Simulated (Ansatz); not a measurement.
Theory: DFT PBE, scalar-relativistic, plane waves, PAW in Ansatz. Cutoff 420 eV, Γ-centred meshes of about 0.25 Å⁻¹ or finer for metals and 0.3 Å⁻¹ for insulators (2π included), Gaussian smearing. No spin polarisation.

All energies are static (0 K, no zero-point motion).

Two forms of Li₃H₂ were relaxed alike.

1.

```
CELL_PARAMETERS angstrom
-1.82401 1.82401 4.75158
1.82401 -1.82401 4.75158
1.82401 1.82401 -4.75158
ATOMIC_POSITIONS crystal
Li 0.25000 0.75000 0.50000
Li 0.75000 0.25000 0.50000
Li 0.50000 0.50000 0.00000
H 0.30537 0.30537 0.00000
H 0.69463 0.69463 0.00000
```

2.

```
CELL_PARAMETERS angstrom
4.91445 0.00000 0.00000
-2.45723 4.25604 0.00000
0.00000 0.00000 2.52879
ATOMIC_POSITIONS crystal
Li 0.61891 0.61891 0.00000
Li 0.38109 0.00000 0.00000
Li 0.00000 0.38109 0.00000
H 0.66667 0.33333 0.50000
H 0.33333 0.66667 0.50000
```

**Question.** Which would you expect to be lower, and how large is the difference?

**Answer.** Cell 2 is lower, by 12 meV/atom. Cell 1 has space group I4/mmm (No. 139), 12.6 Å³/atom and no gap on its mesh; cell 2 has space group P-62m (No. 189), 10.6 Å³/atom and no gap. Counting H atoms around Li (those within 1.25 times the shortest such distance or 1.15 times the sum of covalent radii, 1.27 where that leaves under three; a slash parts the counts of unlike sites), cell 1 has Li 2/4 and cell 2 has Li 4. The denser one is the lower, and pressure would at first widen the difference. In cell 1, around Li on a site of symmetry -4m2 lie 4 H at 1.90 Å; Li on a site of symmetry 4/mmm is surrounded by 2 H at 1.85 Å; H is surrounded by 5 Li at 1.85–1.90 Å. In cell 2, Li has 4 H at 1.99 Å; around H lie 6 Li at 1.99 Å. Both come from trial cells of a structure search, whose lowest cell (P-3m1, 10.2 Å³/atom) lies 58 meV/atom below the lower of the two.

For metals, differences of a few meV/atom aren't resolved. With hydrogen, zero-point motion can shift such differences by 10 meV/atom or more. Cells relaxed within their symmetry can be saddle points. Some types were kept out of the candidates beforehand, so the set may lack a known form.
